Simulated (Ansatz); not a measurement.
Set up this calculation in Ansatz 0.2.0, as the native input.

```
Task                : projected density of states
Functional          : LDA
Potentials or basis : Ansatz PAW
Cutoff              : 420 eV (not typed: the program's choice for these potentials)
k mesh              : 7 × 7 × 7
Occupations         : fermi-dirac, width 0.05 eV
Spin                : no spin polarisation
```

Crystal: CuO.

```
Cu O
1.0
     4.16094    0.00000    0.00000
     0.00000    4.16094    0.00000
     0.00000    0.00000    3.88764
Cu O
3 3
Direct
  0.50000 0.00000 0.50000
  0.00000 0.50000 0.50000
  0.00000 0.00000 0.00000
  0.00000 0.00000 0.50000
  0.50000 0.00000 0.00000
  0.00000 0.50000 0.00000
```

Measurements of this composition are mostly on another form, of space group No. 15.

The input as run:

input.yaml

```yaml
crystal:
  lattice:
    - [4.160937, 0.0, 0.0]
    - [0.0, 4.160937, 0.0]
    - [0.0, 0.0, 3.887643]
  atoms:
    - { symbol: Cu, position: [0.5, 0.0, 0.5] }
    - { symbol: Cu, position: [0.0, 0.5, 0.5] }
    - { symbol: Cu, position: [0.0, 0.0, 0.0] }
    - { symbol: O, position: [0.0, 0.0, 0.5] }
    - { symbol: O, position: [0.5, 0.0, 0.0] }
    - { symbol: O, position: [0.0, 0.5, 0.0] }
hamiltonian:
  xc: lda
  pseudopotentials: { kind: paw }
kpoints:
  mp_grid: { grid: [7, 7, 7] }
scf:
  occupations: { method: fermi_dirac, width: 0.05 }
  n_extra_bands: 15
output:
  forces: true
  stress: true
  eigenvalues: true
  dos: { projected: true, de: 0.05, nscf_kmesh: { grid: [11, 11, 11] } }
  write_density: true
  write_potential: true
  elf: true
  volumetric_format: npy
```

Potentials or basis: Ansatz PAW.

Run with:

```console
$ ansatz run input.yaml --threads 2 --pin off --max-ram 5632MiB --backend cpu --events-out ev --progress --plain --runs-dir out
```

Results of the run:

```yaml
Pressure: -11.5 GPa
Band_gap_on_the_k_mesh: none (metal or under the smearing width)
Density_of_states_at_the_Fermi_level: 4.11 states/eV per cell
```

Caveat: the pressure holds a Pulay correction of +0.9 GPa for the finite cutoff; an odd number of electrons without spin polarisation forces a metal; a magnetic or distorted state may lie lower; the run has no spin polarisation, though such a crystal can be magnetic; semilocal functionals often make such compounds metallic where correlation or magnetic order opens a gap, which also shifts bond lengths; the PAW data sets come from PBE, with cores solved anew for the run's functional, which leaves a small shift of forces and pressure.

Run time: 12 s on 2 threads of Arm Neoverse V2, with other jobs on the host, peak memory 0.5 GiB.
